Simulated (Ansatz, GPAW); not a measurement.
**Geometry or basis: what sets the conductance of propane-1,3-dithiol between two Al chains**

Aim: the conductance of propane-1,3-dithiol between two Al chains after relaxation, and whether geometry, basis or functional moves it most.

Calculated with GPAW 26.7.0 and Ansatz 0.2.0; Ansatz plane waves; relaxation of the junction with the lead ends held; PAW set soft_1, in the first sound run; inputs show where later runs differ.

### Step 1. The structure

The cell holds 25 atoms: 14 Al, 2 S, 6 H and 3 C. Its edges and angles: a = 11.831 Å, b = 12.166 Å, c = 37.103 Å, α = 90.0°, β = 90.0°, γ = 90.0°. Regions: left lead, 7 atoms (7 Al); channel, 11 atoms (2 S, 6 H and 3 C); right lead, 7 atoms (7 Al). Vacuum lies along a and b. The structure is stacked along c, and the current runs across the ab planes.

### Step 2. Relaxation

Transmission follows bond lengths closely, so the atoms between the held lead ends are relaxed first, from a slightly shaken start that lets symmetry break.

File input.yaml:

```yaml
crystal:
  lattice:
    - [11.8309361318, 0.0, 0.0]
    - [0.0, 12.1660751619, 0.0]
    - [0.0, 0.0, 37.103306232]
  atoms:
    - { symbol: Al, position: [0.5, 0.5, 0.0323421313] }
    - { symbol: Al, position: [0.5, 0.5, 0.0970263938] }
    - { symbol: Al, position: [0.5, 0.5, 0.1617106563] }
    - { symbol: Al, position: [0.5, 0.5, 0.2263949188] }
    - { symbol: Al, position: [0.5, 0.5, 0.2910791813] }
    - { symbol: Al, position: [0.5008977473, 0.499987756, 0.3553336184] }
    - { symbol: Al, position: [0.4942272536, 0.5000461497, 0.4211975334] }
    - { symbol: S, position: [0.5869537689, 0.3383351775, 0.4276214743] }
    - { symbol: H, position: [0.7302251312, 0.4121968592, 0.4654563345] }
    - { symbol: H, position: [0.7275455375, 0.2665080557, 0.4658651437] }
    - { symbol: C, position: [0.673961405, 0.3429485841, 0.4657992688] }
    - { symbol: H, position: [0.5413867323, 0.411820373, 0.499988214] }
    - { symbol: C, position: [0.5973248655, 0.3392501187, 0.5006261695] }
    - { symbol: H, position: [0.5422921555, 0.2675393319, 0.4984081323] }
    - { symbol: C, position: [0.667357008, 0.3383021582, 0.5340632982] }
    - { symbol: H, position: [0.7229192887, 0.2709838841, 0.5344354676] }
    - { symbol: H, position: [0.7259473842, 0.4130580348, 0.5348158333] }
    - { symbol: S, position: [0.586652013, 0.3382994944, 0.5754489165] }
    - { symbol: Al, position: [0.4980244037, 0.5012758643, 0.5793854702] }
    - { symbol: Al, position: [0.4995780285, 0.501652501, 0.6443997334] }
    - { symbol: Al, position: [0.5, 0.5, 0.7089208187] }
    - { symbol: Al, position: [0.5, 0.5, 0.7736050812] }
    - { symbol: Al, position: [0.5, 0.5, 0.8382893437] }
    - { symbol: Al, position: [0.5, 0.5, 0.9029736062] }
    - { symbol: Al, position: [0.5, 0.5, 0.9676578687] }
kpoints:
  mp_grid: { grid: [1, 1, 2] }
hamiltonian:
  xc: pbe
  pseudopotentials: { kind: paw, azcp: { folder: soft_1 } }
scf:
  occupations: { method: fermi_dirac, width: 0.1 }
relax:
  f_tol: 0.03
  max_steps: 80
  constraints: [{ sites: [0, 1, 2, 3, 4, 20, 21, 22, 23, 24] }]
```

Launch:

```bash
ansatz run input.yaml --threads 4 --pin off --max-ram 8192MiB --backend cpu --events-out ev --progress --plain --runs-dir out
```

Numbers of over 12 decimals in the logs are rounded to 6 here.

The log of the run:

```text
Engine: ansatz 0.2.0, aarch64-unknown-linux-gnu
Pseudopotentials: kind: paw
Pseudopotential: Al, paw, valence charge 3, recommended cutoff 420 eV (normal), soft_1/Al.paw.azcp
Pseudopotential: S, paw, valence charge 6, recommended cutoff 420 eV (normal), soft_1/S.paw.azcp
Pseudopotential: H, paw, valence charge 1, recommended cutoff 420 eV (normal), soft_1/H.paw.azcp
Pseudopotential: C, paw, valence charge 4, recommended cutoff 420 eV (normal), soft_1/C.paw.azcp
Functional definition: PBE
  parameter kappa = 0.804
  parameter beta = 0.066725
  exchange = pbe_x(kappa = kappa, mu = beta*pi^2/3)
  correlation = pbe_c(beta = beta)
Crystal: 25 atoms, lattice volume = 5340.504 Å³
Basis set: ecut = 420 eV, 104419 PW (Γ), exchange–correlation on 160×180×500 points (8 copies of the dense FFT grid, shifted against one another)
Bands: 61, of which v1, the nominal top of the filled ones, is band 36 counted from 1 (35 counted from 0)
Symmetry: 1 space group operations
Space group: P1 (ITA 1), of the structure as read, at distance tolerance 1.7e-4 Å
k-points: 2
Non-local potential: Al, projectors of the file, l = 0: 2, l = 1: 2, l = 2: 1
Non-local potential: S, projectors of the file, l = 0: 2, l = 1: 2, l = 2: 1
Non-local potential: H, projectors of the file, l = 0: 2, l = 1: 1
Non-local potential: C, projectors of the file, l = 0: 2, l = 1: 2, l = 2: 1
PAW form: soft (Blöchl's): semilocal exchange-correlation on the pseudo side does not see the compensation charge
PAW one-centre angular grid: Al, 110 points (default); XC on 64 Gauss nodes
PAW one-centre angular grid: S, 110 points (default); XC on 64 Gauss nodes
PAW one-centre angular grid: H, 110 points (default); XC on 64 Gauss nodes
PAW one-centre angular grid: C, 110 points (default); XC on 64 Gauss nodes
Initial density: superposition of atomic densities (neutral atoms: chi_scale 0, normalization atom)
Initial wavefunctions: pseudopotential atomic-orbital guess
Functional: x = pbe(κ = 0.804, μ = 0.219515), c = pbe(β = 0.066725)
SCF iter   1: F=—  HF=-10160.612101 eV  |F-HF|=—  |Δ(HF+E_count)|=         —  Δρ=1.82e-2  dr2=2.66e1  ethr=3.10e-3  ⟨swp⟩=10.0  Hψ=726  notcnv=0  defer=1
preconditioner: auto → LDOS  [metal: Δε(μ)=0.073 eV  Ē_g=4.682 eV  σ=0.100 eV  W_gap=0.18  n_scr=218 (ndim 8)  ℏωp=3.3 eV  f_vac=0.712  D(μ)=22.18/eV (n_scr^D=66)  β→1.0]
SCF iter   2: F=—  HF=-10156.310411 eV  |F-HF|=—  |Δ(HF+E_count)|=    4.30e0  Δρ=1.33e-2  dr2=1.74e1  ethr=3.10e-3  ⟨swp⟩=16.5  Hψ=744  notcnv=0  defer=10
SCF iter   3: F=—  HF=-10152.642007 eV  |F-HF|=—  |Δ(HF+E_count)|=    3.67e0  Δρ=2.22e-3  dr2=5.90e-1  ethr=3.10e-3  ⟨swp⟩=7.0  Hψ=451  notcnv=0  defer=8
SCF iter   4: F=—  HF=-10152.599098 eV  |F-HF|=—  |Δ(HF+E_count)|=   4.29e-2  Δρ=8.33e-4  dr2=1.10e-1  ethr=8.20e-4  ⟨swp⟩=5.0  Hψ=237  notcnv=0  defer=10
SCF iter   5: F=—  HF=-10152.592207 eV  |F-HF|=—  |Δ(HF+E_count)|=   6.89e-3  Δρ=5.00e-4  dr2=4.88e-2  ethr=1.53e-4  ⟨swp⟩=4.5  Hψ=248  notcnv=0  defer=8
SCF iter   6: F=—  HF=-10152.588031 eV  |F-HF|=—  |Δ(HF+E_count)|=   4.18e-3  Δρ=2.02e-4  dr2=1.00e-2  ethr=6.78e-5  ⟨swp⟩=4.0  Hψ=235  notcnv=0  defer=7
SCF iter   7: F=—  HF=-10152.587574 eV  |F-HF|=—  |Δ(HF+E_count)|=   4.58e-4  Δρ=8.22e-5  dr2=1.45e-3  ethr=1.39e-5  ⟨swp⟩=2.5  Hψ=207  notcnv=0  defer=6
SCF iter   8: F=—  HF=-10152.587537 eV  |F-HF|=—  |Δ(HF+E_count)|=   3.69e-5  Δρ=3.04e-5  dr2=1.62e-4  ethr=2.01e-6  ⟨swp⟩=2.0  Hψ=144  notcnv=0  defer=6
SCF iter   9: F=-10152.587540 eV  HF=-10152.587545 eV  |F-HF|=5.37e-6  |Δ(HF+E_count)|=   8.26e-6  Δρ=1.18e-5  dr2=1.86e-5  ethr=3.12e-8  ⟨swp⟩=4.0  Hψ=500  notcnv=0
SCF 1 converged in 9 iterations: F = -10152.587540 eV  dr2 = 1.86e-5
  greatest PAW one-centre occupation: 0.857 electrons in one spin orbital (limit 2), on the S atom at site 17 (counted from 0), in its partial waves of l = 0
relax step   1: F+E_penalty+E_count = -10152.58753970 eV  Δ(F+E_penalty+E_count) = +0.000e0 eV  max|allowed force component| = 2.522e0 eV/Å  Δτ_max = 0.0000 Å  (9 SCF iters, dr2 threshold 2.25e-5 eV, accepted)
Initial density: handed on by an earlier stage of this run
Initial wavefunctions: those handed on with the density
iter 1 solved again at ethr=1.38e-3 eV; its pass at ethr=3.10e-3 eV (dr2=9.92e-1 eV) is discarded
SCF iter   1: F=—  HF=-10153.291311 eV  |F-HF|=—  |Δ(HF+E_count)|=         —  Δρ=2.31e-3  dr2=9.50e-1  ethr=1.38e-3  ⟨swp⟩=4.0  Hψ=594  notcnv=0  defer=6
preconditioner: auto → LDOS  [metal: Δε(μ)=0.176 eV  Ē_g=5.312 eV  σ=0.100 eV  W_gap=0.36  n_scr=218 (ndim 8)  ℏωp=3.9 eV  f_vac=0.743  D(μ)=20.84/eV (n_scr^D=56)  β→1.0]
SCF iter   2: F=—  HF=-10153.196823 eV  |F-HF|=—  |Δ(HF+E_count)|=   9.45e-2  Δρ=8.16e-4  dr2=6.43e-2  ethr=1.32e-3  ⟨swp⟩=4.0  Hψ=131  notcnv=0  defer=5
SCF iter   3: F=—  HF=-10153.195638 eV  |F-HF|=—  |Δ(HF+E_count)|=   1.18e-3  Δρ=5.68e-4  dr2=3.26e-2  ethr=8.93e-5  ⟨swp⟩=2.5  Hψ=251  notcnv=0  defer=4
SCF iter   4: F=—  HF=-10153.190708 eV  |F-HF|=—  |Δ(HF+E_count)|=   4.93e-3  Δρ=1.28e-4  dr2=3.83e-3  ethr=4.53e-5  ⟨swp⟩=2.0  Hψ=163  notcnv=0  defer=4
SCF iter   5: F=—  HF=-10153.190727 eV  |F-HF|=—  |Δ(HF+E_count)|=   1.86e-5  Δρ=4.61e-5  dr2=3.32e-4  ethr=5.32e-6  ⟨swp⟩=2.0  Hψ=194  notcnv=0  defer=4
SCF iter   6: F=-10153.190743 eV  HF=-10153.190773 eV  |F-HF|=3.00e-5  |Δ(HF+E_count)|=   4.64e-5  Δρ=1.95e-5  dr2=6.07e-5  ethr=1.39e-7  ⟨swp⟩=4.0  Hψ=466  notcnv=0
SCF 2 converged in 6 iterations: F = -10153.190743 eV  dr2 = 6.07e-5
  greatest PAW one-centre occupation: 0.858 electrons in one spin orbital (limit 2), on the S atom at site 17 (counted from 0), in its partial waves of l = 0
relax step   2: F+E_penalty+E_count = -10153.19074295 eV  Δ(F+E_penalty+E_count) = -6.032e-1 eV  max|allowed force component| = 1.343e0 eV/Å  Δτ_max = 0.1918 Å  (6 SCF iters, dr2 threshold 1.00e-4 eV, accepted)
iter 1 solved again at ethr=7.28e-4 eV; its pass at ethr=3.10e-3 eV (dr2=5.24e-1 eV) is discarded
SCF iter   1: F=—  HF=-10153.517488 eV  |F-HF|=—  |Δ(HF+E_count)|=         —  Δρ=1.43e-3  dr2=4.69e-1  ethr=7.28e-4  ⟨swp⟩=2.5  Hψ=573  notcnv=0  defer=4
preconditioner: auto → LDOS  [metal: Δε(μ)=0.198 eV  Ē_g=5.395 eV  σ=0.100 eV  W_gap=0.39  n_scr=218 (ndim 8)  ℏωp=4.0 eV  f_vac=0.743  D(μ)=19.58/eV (n_scr^D=56)  β→1.0]
SCF iter   2: F=—  HF=-10153.481538 eV  |F-HF|=—  |Δ(HF+E_count)|=   3.59e-2  Δρ=5.24e-4  dr2=3.67e-2  ethr=6.51e-4  ⟨swp⟩=3.5  Hψ=130  notcnv=0  defer=5
SCF iter   3: F=—  HF=-10153.481734 eV  |F-HF|=—  |Δ(HF+E_count)|=   1.96e-4  Δρ=2.99e-4  dr2=9.69e-3  ethr=5.10e-5  ⟨swp⟩=2.0  Hψ=240  notcnv=0  defer=4
[...]
relax step  31: F+E_penalty+E_count = -10154.79561218 eV  Δ(F+E_penalty+E_count) = -2.375e-2 eV  max|allowed force component| = 2.125e-1 eV/Å  Δτ_max = 0.1950 Å  (7 SCF iters, dr2 threshold 3.59e-5 eV, accepted)
relax step  32: F+E_penalty+E_count = -10154.81827735 eV  Δ(F+E_penalty+E_count) = -2.267e-2 eV  max|allowed force component| = 2.148e-1 eV/Å  Δτ_max = 0.1948 Å  (7 SCF iters, dr2 threshold 4.52e-5 eV, accepted)
relax step  33: F+E_penalty+E_count = -10154.83494467 eV  Δ(F+E_penalty+E_count) = -1.667e-2 eV  max|allowed force component| = 1.698e-1 eV/Å  Δτ_max = 0.1906 Å  (6 SCF iters, dr2 threshold 4.61e-5 eV, accepted)
relax step  34: F+E_penalty+E_count = -10154.84542115 eV  Δ(F+E_penalty+E_count) = -1.048e-2 eV  max|allowed force component| = 1.297e-1 eV/Å  Δτ_max = 0.1949 Å  (7 SCF iters, dr2 threshold 1.80e-5 eV, accepted)
relax step  35: F+E_penalty+E_count = -10154.85392701 eV  Δ(F+E_penalty+E_count) = -8.506e-3 eV  max|allowed force component| = 1.001e-1 eV/Å  Δτ_max = 0.1946 Å  (7 SCF iters, dr2 threshold 9.81e-6 eV, accepted)
relax step  36: F+E_penalty+E_count = -10154.86041426 eV  Δ(F+E_penalty+E_count) = -6.487e-3 eV  max|allowed force component| = 1.022e-1 eV/Å  Δτ_max = 0.1526 Å  (8 SCF iters, dr2 threshold 5.85e-6 eV, accepted)
relax step  37: F+E_penalty+E_count = -10154.86429268 eV  Δ(F+E_penalty+E_count) = -3.878e-3 eV  max|allowed force component| = 5.300e-2 eV/Å  Δτ_max = 0.1288 Å  (6 SCF iters, dr2 threshold 6.23e-6 eV, accepted)
relax step  38: F+E_penalty+E_count = -10154.86632757 eV  Δ(F+E_penalty+E_count) = -2.035e-3 eV  max|allowed force component| = 4.328e-2 eV/Å  Δτ_max = 0.1342 Å  (9 SCF iters, accepted)
relax step  39: F+E_penalty+E_count = -10154.86795184 eV  Δ(F+E_penalty+E_count) = -1.624e-3 eV  max|allowed force component| = 1.043e-1 eV/Å  Δτ_max = 0.1618 Å  (9 SCF iters, accepted)
relax step  40: F+E_penalty+E_count = -10154.86954197 eV  Δ(F+E_penalty+E_count) = -1.590e-3 eV  max|allowed force component| = 3.240e-2 eV/Å  Δτ_max = 0.0333 Å  (5 SCF iters, dr2 threshold 7.26e-6 eV, accepted)
relax step  41: F+E_penalty+E_count = -10154.87084498 eV  Δ(F+E_penalty+E_count) = -1.303e-3 eV  max|allowed force component| = 2.616e-2 eV/Å  Δτ_max = 0.1013 Å  (9 SCF iters, accepted)
relax step  42: F+E_penalty+E_count = -10154.87127529 eV  Δ(F+E_penalty+E_count) = -4.303e-4 eV  max|allowed force component| = 6.663e-2 eV/Å  Δτ_max = 0.1600 Å  (9 SCF iters, accepted)
relax step  43: F+E_penalty+E_count = -10154.87187172 eV  Δ(F+E_penalty+E_count) = -5.964e-4 eV  max|allowed force component| = 1.918e-2 eV/Å  Δτ_max = 0.0150 Å  (5 SCF iters, dr2 threshold 2.90e-6 eV, accepted)
iter 1 solved again at ethr=2.38e-9 eV; its pass at ethr=3.10e-3 eV (dr2=1.72e-6 eV) is discarded
SCF iter   1: F=—  HF=-10154.871961 eV  |F-HF|=—  |Δ(HF+E_count)|=         —  Δρ=4.70e-6  dr2=1.72e-6  ethr=2.38e-9  ⟨swp⟩=1.0  Hψ=300  notcnv=0  defer=2
preconditioner: auto → LDOS  [metal: Δε(μ)=0.221 eV  Ē_g=5.532 eV  σ=0.100 eV  W_gap=0.50  n_scr=218 (ndim 8)  ℏωp=4.0 eV  f_vac=0.745  D(μ)=16.75/eV (n_scr^D=40)  β→1.0]
SCF iter   2: F=—  HF=-10154.871872 eV  |F-HF|=—  |Δ(HF+E_count)|=   8.82e-5  Δρ=3.24e-6  dr2=7.82e-7  ethr=2.38e-9  ⟨swp⟩=3.0  Hψ=193  notcnv=0  defer=2
SCF iter   3: F=—  HF=-10154.871872 eV  |F-HF|=—  |Δ(HF+E_count)|=   6.54e-8  Δρ=1.49e-6  dr2=2.41e-7  ethr=1.09e-9  ⟨swp⟩=2.0  Hψ=177  notcnv=0  defer=2
SCF iter   4: F=-10154.871872 eV  HF=-10154.871872 eV  |F-HF|=3.91e-8  |Δ(HF+E_count)|=   3.69e-8  Δρ=8.90e-7  dr2=8.23e-8  ethr=1.39e-10  ⟨swp⟩=5.0  Hψ=412  notcnv=0
SCF 44 converged in 4 iterations: F = -10154.871872 eV  dr2 = 8.23e-8
relax step  44: F+E_penalty+E_count = -10154.87187236 eV  Δ(F+E_penalty+E_count) = -6.394e-7 eV  max|allowed force component| = 1.905e-2 eV/Å  Δτ_max = 0.0000 Å  (4 SCF iters, accepted)
SCF converged after 4 iterations
Free energy (F): -10154.871872 eV
Harris-Foulkes:  -10154.871872 eV  (|F-HF|=3.91e-8)
Internal energy: -10154.316616 eV  (E = F + TS)
E sigma→0 (E₀):  -10154.594244 eV
Entropy (-TS):   -0.555256 eV (-22.210 meV/atom)
Fermi energy:    -3.446501 eV
--- Per-component energies (eV) ---
  E_band       = -603.116821
  E_kinetic    = 819.658895
  E_local      = -7225.538768  (includes V_loc(G=0)·N_el)
  E_nonlocal   = 294.495363
  E_hartree    = 3182.791979
  E_xc         = -858.734949
  E_vxc        = -759.492738  (∫ρ·V_xc dr)
  E_paw        = -8093.729145  (= ΣΔE_a)
  E_vpaw       = -97.818382  (= ΣTr[D̂ρ^β])
  E_aug_tail   = -0.006499  (compensation charges beyond the density's cutoff)
  E_ewald      = 1726.746507
  E_smearing   = -0.555256  (= −TS)
  E_closure    = -0.000000  (closes the sum)
  Σ components = -10154.871872   (vs F -10154.871872, Δ=0.00e0)
--- Forces (eV/Å), atoms counted from 1 ---
  atom   1  Al     0.00141111    -0.02556944    -0.00423723
  atom   2  Al    -0.00380686     0.06209726    -0.01443240
  atom   3  Al     0.00323983    -0.03336711    -0.17947317
  atom   4  Al     0.00664300    -0.16139285    -0.38773246
  atom   5  Al    -0.00754080     0.15778162     1.21945280
  atom   6  Al     0.00071170    -0.00166477    -0.00091918
  atom   7  Al     0.00153019    -0.00036577    -0.00180140
  atom   8  S     -0.00183713     0.01116623     0.00883056
  atom   9  H      0.01153632    -0.01106585     0.00063963
  atom  10  H     -0.01445096    -0.00926006     0.00133250
  atom  11  C      0.00011018    -0.00397140    -0.00228902
  atom  12  H      0.01566495     0.01142549     0.00021253
  atom  13  C      0.00300897     0.00801358    -0.00370465
  atom  14  H     -0.01348408     0.01355930     0.00019796
  atom  15  C      0.00093348    -0.00960337     0.00433684
  atom  16  H     -0.01457565    -0.00934574    -0.00318756
  atom  17  H      0.01116888    -0.01096171    -0.00215794
  atom  18  S     -0.00274580     0.01904777    -0.00688504
  atom  19  Al     0.00216166    -0.00927433     0.00534048
  atom  20  Al     0.00024219     0.00366672     0.00231103
  atom  21  Al    -0.00770584     0.15532533    -1.22132739
  atom  22  Al     0.00695611    -0.15928824     0.38859397
  atom  23  Al     0.00322792    -0.03387780     0.17852187
  atom  24  Al    -0.00387666     0.06182169     0.01421625
  atom  25  Al     0.00148037    -0.02515221     0.00418819
  max |Σ_I F_I| component: 2.56e-4 eV/Å
--- Relaxed structure (44 steps of the walk, 44 accepted, 0 SCFs on fresh bases) ---
  F+E_penalty+E_count = -10154.87187236 eV   max|allowed force component| = 1.905e-2 eV/Å
  atoms:
    - { symbol: Al, position: [0.500000, 0.500000, 0.0323421313] }
    - { symbol: Al, position: [0.500000, 0.500000, 0.0970263938] }
    - { symbol: Al, position: [0.500000, 0.500000, 0.1617106563] }
    - { symbol: Al, position: [0.500000, 0.500000, 0.226395] }
    - { symbol: Al, position: [0.500000, 0.500000, 0.2910791813] }
    - { symbol: Al, position: [0.492318, 0.649526, 0.338084] }
    - { symbol: Al, position: [0.501874, 0.479383, 0.377236] }
    - { symbol: S, position: [0.507549, 0.365950, 0.425006] }
    - { symbol: H, position: [0.436365, 0.511956, 0.464478] }
    - { symbol: H, position: [0.586891, 0.506111, 0.464908] }
    - { symbol: C, position: [0.509445, 0.456470, 0.465633] }
    - { symbol: H, position: [0.428470, 0.335310, 0.499986] }
    - { symbol: C, position: [0.505726, 0.385594, 0.499972] }
    - { symbol: H, position: [0.577535, 0.328156, 0.499954] }
    - { symbol: C, position: [0.509582, 0.456432, 0.534316] }
    - { symbol: H, position: [0.587007, 0.506105, 0.535022] }
    - { symbol: H, position: [0.436475, 0.511869, 0.535530] }
    - { symbol: S, position: [0.507981, 0.365776, 0.574917] }
    - { symbol: Al, position: [0.501876, 0.479376, 0.622638] }
    - { symbol: Al, position: [0.491963, 0.649326, 0.661857] }
    - { symbol: Al, position: [0.500000, 0.500000, 0.708921] }
    - { symbol: Al, position: [0.500000, 0.500000, 0.773605] }
    - { symbol: Al, position: [0.500000, 0.500000, 0.838289] }
    - { symbol: Al, position: [0.500000, 0.500000, 0.9029736062] }
    - { symbol: Al, position: [0.500000, 0.500000, 0.9676578687] }
```

It took 8.7 min on 4 threads of Arm Neoverse V1, shared host; peak memory 4.7 GiB.

Relaxation path (22 of 44):

```
step  energy less that of the first step (eV)  largest force component (eV/Å)
   1                                   0.0000                          2.5223
   3                                  -0.8931                          0.4946
   5                                  -1.0672                          0.1539
   7                                  -1.1393                          0.1260
   9                                  -1.2205                          0.2460
  11                                  -1.3203                          0.1320
  13                                  -1.4409                          0.1789
  15                                  -1.5622                          0.1430
  17                                  -1.6680                          0.1204
  19                                  -1.7531                          0.0886
  21                                  -1.8378                          0.0891
  24                                  -1.9677                          0.0897
  26                                  -2.0492                          0.0980
  28                                  -2.1210                          0.1173
  30                                  -2.1843                          0.1895
  32                                  -2.2307                          0.2148
  34                                  -2.2579                          0.1297
  36                                  -2.2729                          0.1022
  38                                  -2.2788                          0.0433
  40                                  -2.2820                          0.0324
  42                                  -2.2837                          0.0666
  44                                  -2.2843                          0.0190
```

The atoms that moved most (Å):

```
atom      dx     dy      dz  length
  H9  -3.477  1.214  -0.036   3.683
 H17  -3.425  1.202   0.026   3.630
 H10  -1.664  2.915  -0.036   3.357
 H16  -1.608  2.861   0.022   3.282
 C11  -1.946  1.381  -0.006   2.387
 C15  -1.867  1.437   0.009   2.356
 Al6  -0.102  1.819  -0.640   1.931
Al20  -0.090  1.797   0.648   1.912
```

This step gave:

| Item | Value |
| --- | --- |
| free energy | -10154.8719 eV |
| smearing term TS | 0.5553 eV |
| symmetry operations | 1 |

The relaxation lowered the energy of the cell by 2.28 eV.

[end of part 1 of 5]

[Logs are printed without paths, hosts, clocks, repeated set-up lines and the standing remarks that a program may print on its own settings, such as how far it seeks lower states.]

[Hosts, paths, dates, database ids (printed as entryN), source tags and the programs' standing remarks are cut or masked in the printed files.]
